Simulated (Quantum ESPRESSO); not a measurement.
CuO: zone-centre phonons under several settings

```
CELL_PARAMETERS angstrom
2.55255 0.00000 0.00000
0.00000 2.55255 0.00000
0.00000 0.00000 2.55255
ATOMIC_POSITIONS crystal
Cu 0.00000 0.00000 0.00000
O 0.50000 0.50000 0.50000
```

Measurements of this composition are mostly on another form, of space group No. 15.

All runs used Quantum ESPRESSO 7.5; potentials SSSP 1.3 efficiency PBE; k mesh 10 × 10 × 10; relaxed cell; no spin polarisation; cutoff 748 eV; occupations cold, width 0.2 eV.

| level | volume (Å³/atom) | pressure (GPa) | lowest optical mode without the field (cm⁻¹) |
| --- | --- | --- | --- |
| PBE | 9.12 | 0.3 | 134 |
| PBE+D2 | 8.83 | 0.2 | 162 |
| PBE+D3(BJ) | ? | 0.2 | ? |
| rPW86PBE+rVV10 | 9.28 | 0.3 | 132 |
| rev-vdW-DF2 | 8.89 | 0.2 | 164 |

Q: What stands in the row left open?

A: Volume 8.84 Å³/atom; lowest optical mode without the field 170 cm⁻¹.

Caveats: the mesh is thin for the phonons of a metal; an odd number of electrons without spin polarisation forces a metal; a magnetic or distorted state may lie lower; the run has no spin polarisation, though such a crystal can be magnetic; pairwise dispersion overbinds metals, which lowers pressure and volume (some runs); the potentials were made for another functional, which shifts forces and pressure (some runs).

For the row left open. Caveat: the mesh is thin for the phonons of a metal; an odd number of electrons without spin polarisation forces a metal; a magnetic or distorted state may lie lower; the run has no spin polarisation, though such a crystal can be magnetic; pairwise dispersion overbinds metals, which lowers pressure and volume.
